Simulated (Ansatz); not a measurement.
**Cd4Se3 polymorphs, one row open**

Computed with DFT PBE, scalar-relativistic, plane waves, PAW (Ansatz). Settings: cutoff 420 eV, Γ-centred meshes spaced at most about 0.3 Å⁻¹, and about 0.25 Å⁻¹ or finer for metals (2π included), Gaussian smearing. No spin polarisation.

All energies are static (0 K, no zero-point motion). Rows are sorted by volume; energies count from the lowest form computed. Coordination counts Se atoms around Cd (those within 1.25 times the shortest such distance or 1.15 times the sum of covalent radii; a slash parts the counts of unlike sites).

```tsv
row	form	source	atoms	coordination	V (Å³/atom)	gap on mesh (eV)	ΔE (meV/atom)
1	P-3m1	invented	7	Cd 3/6	25.7	0	5
2	Pm-3m	invented	7	Cd 4/6	26.7	0	148
3	Cmmm	invented	7	Cd 4/5	26.7	0	109
4	P-43m	invented	7	Cd 3	27.8	0.32	?
5	R3m	invented	7	Cd 3	29.5	1.05	19
6	P3m1	invented	7	Cd 1/3/4	29.9	0	0
```

The cell of row 4:

```cif
data_structure
_symmetry_space_group_name_H-M 'P-43m'
_symmetry_Int_Tables_number 215
_cell_length_a 5.7927
_cell_length_b 5.7927
_cell_length_c 5.7927
_cell_angle_alpha 90.000
_cell_angle_beta 90.000
_cell_angle_gamma 90.000
_cell_volume 194.38
loop_
_atom_site_label
_atom_site_type_symbol
_atom_site_symmetry_multiplicity
_atom_site_Wyckoff_symbol
_atom_site_fract_x
_atom_site_fract_y
_atom_site_fract_z
_atom_site_occupancy
Cd1 Cd 4 e 0.70755 0.70755 0.70755 1
Se1 Se 3 d 0.00000 0.00000 0.50000 1
```

Task: Estimate the missing energy, and say where the row ranks.

Result: 79 meV/atom, which puts it above row 5 and below row 3. Counting Se atoms around Cd, row 4 has Cd 3 and the lowest form (row 6) has Cd 1/3/4.

An observed structure of this formula, if there is one, may be missing.

Kohn–Sham gaps at this level usually fall short of measured ones. Cells relaxed within their symmetry can be saddle points. Some candidate types were left out of the draw beforehand, so a known form may be missing.
